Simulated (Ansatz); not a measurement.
Cs2AgBiBr6:

```
CELL_PARAMETERS angstrom
0.00000 5.61610 5.61610
5.61610 0.00000 5.61610
5.61610 5.61610 0.00000
ATOMIC_POSITIONS crystal
Bi 0.00000 0.00000 0.00000
Cs 0.75000 0.75000 0.75000
Cs 0.25000 0.25000 0.25000
Ag 0.50000 0.50000 0.50000
Br 0.74945 0.74945 0.25055
Br 0.25055 0.25055 0.74945
Br 0.74945 0.25055 0.25055
Br 0.74945 0.25055 0.74945
Br 0.25055 0.74945 0.74945
Br 0.25055 0.74945 0.25055
```

Base run:

* Program: Ansatz 0.2.0
* Functional: LDA
* Potentials or basis: Ansatz PAW
* Cutoff: 420 eV
* Density cutoff: 1680 eV
* k mesh: 4 × 4 × 4
* Occupations: fermi-dirac, width 0.05 eV
* Spin: no spin polarisation

Its results: band gap on the k mesh 1.10 eV, indirect (least direct gap 2.33 eV); pressure -1.5 GPa; largest force 0.329 eV/Å.

Task: The run is repeated on the same cell with these changes: hubbard terms from none to Ag d U = 8 eV; hubbard projectors from none to ortho-atomic (the default). What comes out?

Result: Band gap on the k mesh 1.55 eV, indirect (least direct gap 2.52 eV); pressure -1.2 GPa; largest force 0.153 eV/Å.

The U term pushes filled and empty states of the shell apart.

Caveats: spin-orbit coupling is left out, which as a rule narrows the gap of such compounds by several tenths of an eV; the PAW data sets come from PBE, with cores solved anew for the run's functional, which leaves a small shift of forces and pressure.

Not every run made on this cell is shown here.
